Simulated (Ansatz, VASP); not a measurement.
Pb: VASP beside Ansatz

INCAR

```
SYSTEM = Pb
PREC = Accurate
ENCUT = 520
EDIFF = 1E-6
ISMEAR = -1
SIGMA = 0.08
LREAL = .False.
LASPH = .True.
NELM = 60
ALGO = Normal
ISIF = 2
LWAVE = .False.
LCHARG = .False.
GGA = PE
NBANDS = 13
```

KPOINTS

```
Automatic mesh
0
Gamma
  11 11 11
  0 0 0
```

File POSCAR:

```
Pb
1.0
    3.2285817274      0.0000000000      0.0000000000
    0.0000000000      3.2285817274      0.0000000000
    0.0000000000      0.0000000000      3.2285817274
Pb
1
Direct
    0.0000000000      0.0000000000      0.0000000000
```

Input for Ansatz:

```yaml
crystal:
  lattice:
    - [3.2285817274, 0.0, 0.0]
    - [0.0, 3.2285817274, 0.0]
    - [0.0, 0.0, 3.2285817274]
  atoms:
    - { symbol: Pb, position: [0.0, 0.0, 0.0] }
kpoints:
  mp_grid: { grid: [11, 11, 11] }
scf:
  occupations: { method: fermi_dirac, width: 0.08 }
hamiltonian:
  xc: pbe
  pseudopotentials: { kind: all_electron, lapw: { basis_error: 0.001 } }
output:
  forces: true
  stress: true
  eigenvalues: true
```

Change from the starting cell: volume scaled by 0.975.

Alike in both runs: task single point; functional PBE; k mesh 11 × 11 × 11; occupations fermi-dirac, width 0.08 eV; no spin polarisation.

```csv
,VASP,Ansatz
version,VASP 6.6.1,Ansatz 0.2.0
potentials or method,"VASP PAW PBE potentials, release 64 (Pb_d)","all-electron LAPW, scalar-relativistic"
plane-wave cutoff (eV),520,see its input
```

|  | VASP | Ansatz | Ansatz less VASP |
| --- | --- | --- | --- |
| pressure (GPa) | 0.9 | 0.9 | +0.07 |

Ansatz ran all-electron here, so the differences hold the error of VASP's frozen core and of both bases.

The runs have no spin-orbit coupling, so splittings on Pb are missing.
